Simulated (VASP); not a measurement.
Input of a VASP 6.6.1 run:

The input POSCAR:

```
Cu
1.0
    0.0000000000      1.8178591641      1.8178591641
    1.8178591641      0.0000000000      1.8178591641
    1.8178591641      1.8178591641      0.0000000000
  Cu
     1
Direct
     0.0000000000000000    0.0000000000000000    0.0000000000000000
```

INCAR.step1

```
SYSTEM = Cu
ALGO = Normal
EDIFF = 1E-8
EDIFFG = -0.002
ENCUT = 600
GGA = PE
IBRION = 2
ISIF = 3
ISMEAR = 1
KPAR = 2
LASPH = .True.
LCHARG = .False.
LREAL = .False.
LWAVE = .False.
NELM = 80
NSW = 40
PREC = Accurate
SIGMA = 0.2
```

The input INCAR.step2:

```
SYSTEM = Cu
ALGO = Normal
EDIFF = 1E-8
ENCUT = 600
GGA = PE
IBRION = 6
ISIF = 3
ISMEAR = 1
KPAR = 2
LASPH = .True.
LCHARG = .False.
LREAL = .False.
LWAVE = .False.
NELM = 80
NFREE = 2
NSW = 1
POTIM = 0.015
PREC = Accurate
SIGMA = 0.2
```

The input KPOINTS:

```
k-points
0
Gamma
  32 32 32
  0 0 0
```

Potentials or basis: VASP PAW PBE potentials, release 64 (Cu).

Run with:

```sh
$ cat potpaw_PBE.64/Cu/POTCAR > POTCAR
$ cp INCAR.step1 INCAR
$ mpirun -np 2 vasp_std > vasp.out
$ cp CONTCAR POSCAR
$ cp INCAR.step2 INCAR
$ mpirun -np 2 vasp_std > vasp.out
```

(1) Predict the elastic constants C11, C12, C44.

(2) What does it give for the Voigt bulk modulus?

(3) Estimate the relaxed cell.

Results:

(1) 174, 120, 80 GPa.

(2) 138 GPa.

(3) a = 2.570 Å, b = 2.570 Å, c = 2.570 Å, α = 60.00°, β = 60.00°, γ = 60.00°.
